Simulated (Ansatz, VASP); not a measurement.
Sb: VASP beside Ansatz

The input INCAR:

```
ALGO = Normal
EDIFF = 1E-8
ENCUT = 520
GGA = PE
ISIF = 2
ISMEAR = -1
LASPH = T
LCHARG = F
LEFG = T
LREAL = F
LWAVE = F
NBANDS = 8
NELM = 100
PREC = Accurate
SIGMA = 0.05
```

Contents of KPOINTS:

```
k-points
0
Gamma
  13 13 13
```

The input POSCAR:

```
Sb
1.0
    3.1600000000     -0.0316000000     -0.0316000000
   -0.0316000000      3.1600000000     -0.0316000000
   -0.0316000000     -0.0316000000      3.1600000000
Sb
1
Direct
    0.0000000000      0.0000000000      0.0000000000
```

Input for Ansatz:

```yaml
crystal:
  lattice:
    - [3.16, -0.0316, -0.0316]
    - [-0.0316, 3.16, -0.0316]
    - [-0.0316, -0.0316, 3.16]
  atoms:
    - { symbol: Sb, position: [0.0, 0.0, 0.0] }
kpoints:
  mp_grid: { grid: [13, 13, 13] }
scf:
  occupations: { method: fermi_dirac, width: 0.05 }
hamiltonian:
  xc: pbe
  pseudopotentials: { kind: all_electron, datasets: crystal }
output:
  forces: true
  stress: true
  eigenvalues: true
  efg: { contact_densities: true }
```

Change from the starting cell: equal xy, yz and zx shear strains of -2 %, crystal datasets.

Alike in both runs: task electric field gradients; functional PBE; k mesh 13 × 13 × 13; occupations fermi-dirac, width 0.05 eV; no spin polarisation.

|  | VASP | Ansatz |
| --- | --- | --- |
| version | VASP 6.6.1 | Ansatz 0.2.0 |
| potentials or method | VASP PAW PBE potentials, release 64 (Sb) | all-electron PAW with datasets made for the crystal, scalar-relativistic |
| plane-wave cutoff (eV) | 520 | see its input |

```tsv
	VASP	Ansatz	Ansatz less VASP
pressure (GPa)	-2.6	-2.5	+0.05
largest component of the traceless stress (GPa)	0.29	0.29	0.000
Vzz of the field gradient on the site that differs most (V/Å²)	-14.7	-14.9	-0.28
```

Ansatz ran all-electron here, so the differences hold the error of VASP's frozen core and of both bases. Ansatz warned: «gradients_without_spin_orbit».

The runs have no spin-orbit coupling, so splittings on Sb are missing.
